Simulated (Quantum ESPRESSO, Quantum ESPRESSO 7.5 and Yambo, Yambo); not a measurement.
## LiCl (Fm-3m): G0W0 with Yambo, start to end

Aim: the G0W0 gap of LiCl (Fm-3m) on PBE, step by step.

Program: Quantum ESPRESSO 7.5 and Yambo 5.3.0. Level of theory: PBE and many-body steps on it, plane waves. Results are calculated unless marked as measured.

## 1. The structure

Symmetry: Fm-3m, No. 225, cubic system. Conventional cell: a = 5.143 Å, b = 5.143 Å, c = 5.143 Å, α = 90.00°, β = 90.00°, γ = 90.00°. Li has 6 Cl at 2.57 Å nearest. Nearest to Cl lie 6 Li at 2.57 Å. Farther neighbours and most contacts between anions are not listed.

The cell and positions come from the Crystallography Open Database and are kept as given unless a step says otherwise.

## 2. Ground state

This step: Quantum ESPRESSO 7.5; DFT, PBE, plane waves, norm-conserving pseudopotentials.

The ground-state density comes first.

The input, pw.in:

```
&control
  calculation = 'scf'
  prefix = 'x'
  outdir = 'o'
  pseudo_dir = 'pseudo'
/
&system
  ibrav = 0
  nat = 2
  ntyp = 2
  ecutwfc = 66.0
  nbnd = 10
  force_symmorphic = .true.
/
&electrons
  conv_thr = 1e-10
  electron_maxstep = 80
  mixing_beta = 0.5
/
ATOMIC_SPECIES
  Li 6.94 Li.upf
  Cl 35.45 Cl.upf
CELL_PARAMETERS angstrom
  0.0000000000 2.5715000000 2.5715000000
  2.5715000000 0.0000000000 2.5715000000
  2.5715000000 2.5715000000 -0.0000000000
ATOMIC_POSITIONS crystal
  Li 0.0000000000 0.0000000000 0.0000000000
  Cl 0.5000000000 0.5000000000 0.5000000000
K_POINTS automatic
  8 8 8 0 0 0
```

Run with:

```
OMP_NUM_THREADS=1 mpirun -n 8 pw.x -nk 8 -in pw.in > pw.out
```

Log:

```text
Program PWSCF v.7.5 starts

     This program is part of the open-source Quantum ESPRESSO suite
     for quantum simulation of materials; please cite
         "P. Giannozzi et al., J. Phys.:Condens. Matter 21 395502 (2009);
         "P. Giannozzi et al., J. Phys.:Condens. Matter 29 465901 (2017);
         "P. Giannozzi et al., J. Chem. Phys. 152 154105 (2020);
     in publications or presentations arising from this work. More details at
     Message from routine setup:
     using ibrav=0 with symmetry is DISCOURAGED, use correct ibrav instead

     G-vector sticks info

     bravais-lattice index     =            0
     lattice parameter (alat)  =       6.8723  a.u.
     unit-cell volume          =     229.5018 (a.u.)^3
     number of atoms/cell      =            2
     number of atomic types    =            2
     number of electrons       =        10.00
     number of Kohn-Sham states=           10
     kinetic-energy cutoff     =      66.0000  Ry
     charge density cutoff     =     264.0000  Ry
     scf convergence threshold =      1.0E-10
     mixing beta               =       0.5000
     number of iterations used =            8  plain     mixing
     Exchange-correlation= PBE
                           (   1   4   3   4   0   0   0)

     celldm(1)=   6.872273  celldm(2)=   0.000000  celldm(3)=   0.000000
     celldm(4)=   0.000000  celldm(5)=   0.000000  celldm(6)=   0.000000

     crystal axes: (cart. coord. in units of alat)
               a(1) = (   0.000000   0.707107   0.707107 )
               a(2) = (   0.707107   0.000000   0.707107 )
               a(3) = (   0.707107   0.707107  -0.000000 )

     reciprocal axes: (cart. coord. in units 2 pi/alat)
               b(1) = ( -0.707107  0.707107  0.707107 )
               b(2) = (  0.707107 -0.707107  0.707107 )
               b(3) = (  0.707107  0.707107 -0.707107 )
     Pseudo is Norm-conserving, Zval =  3.0
     Generated using ONCVPSP code by D. R. Hamann
     Using radial grid of 1944 points,  4 beta functions with:
     Pseudo is Norm-conserving + core correction, Zval =  7.0
     Generated using ONCVPSP code by D. R. Hamann
     Using radial grid of 1028 points,  6 beta functions with:
     Li                3.00     6.94000     Li( 1.00)
     Cl                7.00    35.45000     Cl( 1.00)

     48 Sym. Ops., with inversion, found

   Cartesian axes

     site n.     atom                  positions (alat units)
         1        Li     tau(   1) = (   0.0000000   0.0000000   0.0000000  )
         2        Cl     tau(   2) = (   0.7071068   0.7071068   0.7071068  )

     number of k points=    29
                       cart. coord. in units 2pi/alat
        k(    1) = (   0.0000000   0.0000000   0.0000000), wk =   0.0039062
        k(    2) = (   0.0883883   0.0883883  -0.0883883), wk =   0.0312500
        k(    3) = (   0.1767767   0.1767767  -0.1767767), wk =   0.0312500
        k(    4) = (   0.2651650   0.2651650  -0.2651650), wk =   0.0312500
        k(    5) = (  -0.3535534  -0.3535534   0.3535534), wk =   0.0156250
        k(    6) = (   0.1767767   0.0000000   0.0000000), wk =   0.0234375
        k(    7) = (   0.2651650   0.0883883  -0.0883883), wk =   0.0937500
        k(    8) = (   0.3535534   0.1767767  -0.1767767), wk =   0.0937500
        k(    9) = (  -0.2651650  -0.4419417   0.4419417), wk =   0.0937500
        k(   10) = (  -0.1767767  -0.3535534   0.3535534), wk =   0.0937500
     [... 17 further rows ...]
        k(   28) = (  -0.7071068   0.1767767  -0.0000000), wk =   0.0468750
        k(   29) = (  -0.7071068   0.3535534   0.0000000), wk =   0.0234375

     Dense  grid:    16529 G-vectors     FFT dimensions: (  36,  36,  36)

     Initial potential from superposition of free atoms

     starting charge       9.9954, renormalised to      10.0000
     Starting wfcs are    6 randomized atomic wfcs +    4 random wfcs

     per-process dynamical memory:    15.0 Mb

     Self-consistent Calculation

     iteration #  1     ecut=    66.00 Ry     beta= 0.50

     Threshold (ethr) on eigenvalues was too large:
     Diagonalizing with lowered threshold

     total energy              =     -47.46996125 Ry
     estimated scf accuracy    <       0.02116988 Ry

     iteration #  2     ecut=    66.00 Ry     beta= 0.50

     total energy              =     -47.47362308 Ry
     estimated scf accuracy    <       0.00112211 Ry

     iteration #  3     ecut=    66.00 Ry     beta= 0.50

     total energy              =     -47.47386884 Ry
     estimated scf accuracy    <       0.00025433 Ry

     iteration #  4     ecut=    66.00 Ry     beta= 0.50

     total energy              =     -47.47390078 Ry
     estimated scf accuracy    <       0.00000149 Ry

     iteration #  5     ecut=    66.00 Ry     beta= 0.50

     total energy              =     -47.47390178 Ry
     estimated scf accuracy    <       0.00000030 Ry

     iteration #  6     ecut=    66.00 Ry     beta= 0.50

     total energy              =     -47.47390186 Ry
     estimated scf accuracy    <          6.4E-09 Ry

     iteration #  7     ecut=    66.00 Ry     beta= 0.50

     total energy              =     -47.47390187 Ry
     estimated scf accuracy    <          4.2E-10 Ry

     iteration #  8     ecut=    66.00 Ry     beta= 0.50

     End of self-consistent calculation

          k = 0.0000 0.0000 0.0000 (  2085 PWs)   bands (ev):

   -41.8897 -11.7694   1.5999   1.5999   1.5999   7.8844  13.3924  13.3924
    13.3924  16.0905

          k = 0.0884 0.0884-0.0884 (  2073 PWs)   bands (ev):

   -41.8891 -11.6952   1.0798   1.5595   1.5595   8.3460  12.6536  13.3114
    13.3115  14.5384

          k = 0.1768 0.1768-0.1768 (  2067 PWs)   bands (ev):

   -41.8881 -11.5066   0.0384   1.4672   1.4672   8.7849  12.2063  12.2063
    12.4956  15.3333

          k = 0.2652 0.2652-0.2652 (  2072 PWs)   bands (ev):

     [... further k-points ...]

     highest occupied, lowest unoccupied level (ev):     1.5999    7.8844

!    total energy              =     -47.47390187 Ry
     estimated scf accuracy    <          2.3E-11 Ry

     The total energy is the sum of the following terms:
     one-electron contribution =     -10.62760160 Ry
     hartree contribution      =       7.64874031 Ry
     xc contribution           =     -12.42433118 Ry
     ewald contribution        =     -32.07070939 Ry

     convergence has been achieved in   8 iterations

     XML data file, charge density, pseudopotentials, collected wavefunctions

=------------------------------------------------------------------------------=
   JOB DONE.
=------------------------------------------------------------------------------=
```

Wall time 1.9 s (8 MPI ranks of Arm Neoverse V2, shared host); peak memory 0.06 GiB.

This step gave:

- total energy: -645.9153 eV
- gap: 6.285 eV
- k of the valence top: 0, 0, 0
- k of the conduction bottom: 0, 0, 0
- least direct gap: 6.285 eV

The gap is direct, at Γ.

## 3. Bands along the symmetry lines

Levels along a band path, at the cheap level, show where the edges lie and whether the meshes to come will hold them.

The input, pw.in:

```
&control
  calculation = 'bands'
  prefix = 'x'
  outdir = 'o'
  pseudo_dir = 'pseudo'
/
&system
  ibrav = 0
  nat = 2
  ntyp = 2
  ecutwfc = 66.0
  nbnd = 11
  force_symmorphic = .true.
/
&electrons
  conv_thr = 1e-9
  electron_maxstep = 80
  diago_full_acc = .true.
  diago_thr_init = 5e-6
/
ATOMIC_SPECIES
  Li 6.94 Li.upf
  Cl 35.45 Cl.upf
CELL_PARAMETERS angstrom
  0.0000000000 2.5715000000 2.5715000000
  2.5715000000 0.0000000000 2.5715000000
  2.5715000000 2.5715000000 -0.0000000000
ATOMIC_POSITIONS crystal
  Li 0.0000000000 0.0000000000 0.0000000000
  Cl 0.5000000000 0.5000000000 0.5000000000
K_POINTS crystal
  50
  0.00000000 0.00000000 0.00000000 1
  0.06250000 0.00000000 0.06250000 1
  0.12500000 0.00000000 0.12500000 1
  0.18750000 0.00000000 0.18750000 1
  0.25000000 0.00000000 0.25000000 1
  0.31250000 0.00000000 0.31250000 1
  0.37500000 0.00000000 0.37500000 1
  0.43750000 0.00000000 0.43750000 1
  0.50000000 0.00000000 0.50000000 1
  0.51562500 0.03125000 0.51562500 1
  0.53125000 0.06250000 0.53125000 1
  0.54687500 0.09375000 0.54687500 1
  0.56250000 0.12500000 0.56250000 1
  0.57812500 0.15625000 0.57812500 1
  0.59375000 0.18750000 0.59375000 1
  0.60937500 0.21875000 0.60937500 1
  0.62500000 0.25000000 0.62500000 1
  0.37500000 0.37500000 0.75000000 1
  0.32812500 0.32812500 0.65625000 1
  0.28125000 0.28125000 0.56250000 1
  0.23437500 0.23437500 0.46875000 1
  0.18750000 0.18750000 0.37500000 1
  0.14062500 0.14062500 0.28125000 1
  0.09375000 0.09375000 0.18750000 1
  0.04687500 0.04687500 0.09375000 1
  0.00000000 0.00000000 0.00000000 1
  0.06250000 0.06250000 0.06250000 1
  0.12500000 0.12500000 0.12500000 1
  0.18750000 0.18750000 0.18750000 1
  0.25000000 0.25000000 0.25000000 1
  0.31250000 0.31250000 0.31250000 1
  0.37500000 0.37500000 0.37500000 1
  0.43750000 0.43750000 0.43750000 1
  0.50000000 0.50000000 0.50000000 1
  0.50000000 0.46875000 0.53125000 1
  0.50000000 0.43750000 0.56250000 1
  0.50000000 0.40625000 0.59375000 1
  0.50000000 0.37500000 0.62500000 1
  0.50000000 0.34375000 0.65625000 1
  0.50000000 0.31250000 0.68750000 1
  0.50000000 0.28125000 0.71875000 1
  0.50000000 0.25000000 0.75000000 1
  0.50000000 0.21875000 0.71875000 1
  0.50000000 0.18750000 0.68750000 1
  0.50000000 0.15625000 0.65625000 1
  0.50000000 0.12500000 0.62500000 1
  0.50000000 0.09375000 0.59375000 1
  0.50000000 0.06250000 0.56250000 1
  0.50000000 0.03125000 0.53125000 1
  0.50000000 0.00000000 0.50000000 1
```

Log:

```text
[banner, memory and clock lines left out]
Program PWSCF v.7.5 starts

     Atomic positions and unit cell read from directory:
     o/x.save/

     Message from routine setup:
     using ibrav=0 with symmetry is DISCOURAGED, use correct ibrav instead

     G-vector sticks info

     bravais-lattice index     =            0
     lattice parameter (alat)  =       6.8723  a.u.
     unit-cell volume          =     229.5018 (a.u.)^3
     number of atoms/cell      =            2
     number of atomic types    =            2
     number of electrons       =        10.00
     number of Kohn-Sham states=           11
     kinetic-energy cutoff     =      66.0000  Ry
     charge density cutoff     =     264.0000  Ry
     Exchange-correlation= PBE
                           (   1   4   3   4   0   0   0)

     celldm(1)=   6.872273  celldm(2)=   0.000000  celldm(3)=   0.000000
     celldm(4)=   0.000000  celldm(5)=   0.000000  celldm(6)=   0.000000

     crystal axes: (cart. coord. in units of alat)
               a(1) = (   0.000000   0.707107   0.707107 )
               a(2) = (   0.707107   0.000000   0.707107 )
               a(3) = (   0.707107   0.707107  -0.000000 )

     reciprocal axes: (cart. coord. in units 2 pi/alat)
               b(1) = ( -0.707107  0.707107  0.707107 )
               b(2) = (  0.707107 -0.707107  0.707107 )
               b(3) = (  0.707107  0.707107 -0.707107 )
     Pseudo is Norm-conserving, Zval =  3.0
     Generated using ONCVPSP code by D. R. Hamann
     Using radial grid of 1944 points,  4 beta functions with:
     Pseudo is Norm-conserving + core correction, Zval =  7.0
     Generated using ONCVPSP code by D. R. Hamann
     Using radial grid of 1028 points,  6 beta functions with:
     Li                3.00     6.94000     Li( 1.00)
     Cl                7.00    35.45000     Cl( 1.00)

     48 Sym. Ops., with inversion, found

   Cartesian axes

     site n.     atom                  positions (alat units)
         1        Li     tau(   1) = (   0.0000000   0.0000000   0.0000000  )
         2        Cl     tau(   2) = (   0.7071068   0.7071068   0.7071068  )

     number of k points=    50
                       cart. coord. in units 2pi/alat
        k(    1) = (   0.0000000   0.0000000   0.0000000), wk =   0.0400000
        k(    2) = (   0.0000000   0.0883883   0.0000000), wk =   0.0400000
        k(    3) = (   0.0000000   0.1767767   0.0000000), wk =   0.0400000
[...]
[... 38 further rows ...]
        k(   49) = (   0.0441942   0.7071068   0.0000000), wk =   0.0400000
        k(   50) = (   0.0000000   0.7071068   0.0000000), wk =   0.0400000

     Dense  grid:    16529 G-vectors     FFT dimensions: (  36,  36,  36)

     The potential is recalculated from file :
     o/x.save/charge-density

     Starting wfcs are    6 randomized atomic wfcs +    5 random wfcs

     Band Structure Calculation

     End of band structure calculation

          k = 0.0000 0.0000 0.0000 (  2085 PWs)   bands (ev):

   -41.8897 -11.7694   1.5999   1.5999   1.5999   7.8845  13.3924  13.3924
    13.3924  15.9196  16.0923

          k = 0.0000 0.0884 0.0000 (  2089 PWs)   bands (ev):

   -41.8896 -11.7439   1.4742   1.5526   1.5526   8.0705  13.1024  13.4084
    13.4084  14.3759  15.9808

          k = 0.0000 0.1768 0.0000 (  2061 PWs)   bands (ev):

   -41.8889 -11.6697   1.1319   1.4209   1.4209   8.5896  12.4564  12.9953
    13.4905  13.4905  16.1616

          k =-0.0000 0.2652 0.0000 (  2061 PWs)   bands (ev):

[...]
k = 0.0000 0.4419-0.0000 (  2072 PWs)   bands (ev):

[...]
k =-0.0000 0.5303 0.0000 (  2072 PWs)   bands (ev):

[...]
k = 0.0000 0.6187-0.0000 (  2080 PWs)   bands (ev):

[...]
k = 0.4640 0.4640-0.0000 (  2081 PWs)   bands (ev):

[...]
k = 0.3315 0.3315-0.0000 (  2083 PWs)   bands (ev):

[...]
k = 0.3094 0.7071-0.0000 (  2100 PWs)   bands (ev):

[...]
k = 0.2210 0.7071-0.0000 (  2090 PWs)   bands (ev):

[...]
k = 0.1768 0.7071-0.0000 (  2082 PWs)   bands (ev):

[...]
k = 0.0442 0.7071 0.0000 (  2080 PWs)   bands (ev):

   -41.8861 -10.9731  -1.2404   0.4925   0.5169   9.4457   9.9017  13.9301
    15.4388  15.6899  18.3143

          k = 0.0000 0.7071 0.0000 (  2068 PWs)   bands (ev):

   -41.8860 -10.9728  -1.2536   0.5154   0.5154   9.4157   9.8579  13.9712
    15.6623  15.6623  18.1033

     XML data file, pseudopotentials, collected wavefunctions
```

Run time: 1.6 s. Hardware: 8 MPI ranks; peak memory 0.05 GiB.

Numbers from this step:

```yaml
gap: 6.282 eV
k_of_the_valence_top: 0.0469, 0.0469, 0.0938
k_of_the_conduction_bottom: 0, 0, 0
least_direct_gap: 6.285 eV
```

The gap is 6.282 eV, −0.002 eV from the run before at this level.

The electronic bands at the labelled points (eV, zero at the top of the highest filled band; v1 is the highest filled band, c1 the lowest empty one):

```tsv
point	v4	v3	v2	v1	c1	c2	c3	c4
Γ	-13.37	0.00	0.00	0.00	6.28	11.79	11.79	11.79
halfway	-13.01	-1.49	-0.58	-0.58	8.48	9.49	9.68	12.42
X	-12.57	-2.86	-1.09	-1.09	7.81	8.26	12.37	14.06
halfway	-12.58	-2.75	-1.31	-1.01	7.94	8.69	12.06	13.04
U	-12.60	-2.45	-1.76	-0.82	8.04	9.86	11.37	11.65
jump to K	-12.60	-2.45	-1.76	-0.82	8.04	9.86	11.37	11.65
halfway	-13.00	-1.69	-0.85	-0.09	7.91	10.03	10.29	10.78
Γ	-13.37	0.00	0.00	0.00	6.28	11.79	11.79	11.79
halfway	-13.11	-1.56	-0.13	-0.13	7.18	10.60	10.60	10.89
L	-12.81	-2.78	-0.25	-0.25	6.74	9.43	9.43	12.89
halfway	-12.70	-2.51	-1.29	-0.57	8.17	9.25	10.46	11.65
W	-12.58	-2.09	-2.09	-1.05	9.46	10.08	10.36	10.36
halfway	-12.58	-2.65	-1.42	-1.07	8.29	8.90	11.76	12.07
X	-12.57	-2.86	-1.09	-1.09	7.81	8.26	12.37	14.06
```

The electronic bands as a text plot (rows in eV, shown from -8.0 to 11.9 only):

```
   11.5 |++++     +      ++      +++++++++++ ++       ++    ++
   10.6 |  +++             ++++++++++    ++++         +++++++
    9.8 |    +++++       ++   +++            +++++++++   ++++
    9.0 |       ++     ++                           +++++  ++++
    8.2 |     +++++++++++++++++++                     +      ++++
    7.3 |  +++                   ++++      +++++    ++
    6.5 |++                          ++++++     ++++
    5.7 |
    4.8 |
    4.0 |
    3.2 |
    2.4 |
    1.5 |
    0.7 |
   -0.1 |*****              **************************
   -1.0 |    ***************  *******      *        *************
   -1.8 |     ****      *********           ***        *******
   -2.6 |         *********                    **********  ******
   -3.4 |
   -4.3 |
   -5.1 |
   -5.9 |
   -6.8 |
   -7.6 |
         Γ           X  U|K            Γ         L        W     X
```

[end of part 1 of 2]

[Paths, hosts, dates, memory and timing lines, banners, echoed tables and standing remarks are left out of the program output.]

[Logs are printed without paths, hosts, clocks, repeated set-up lines and the standing remarks that a program may print on its own settings, such as how far it seeks lower states.]

[Runs of the session that timed out or met a known fault of the program may be left out.]

[Hosts, paths, dates, database ids (printed as entryN), source tags and the programs' standing remarks are cut or masked in the printed files.]
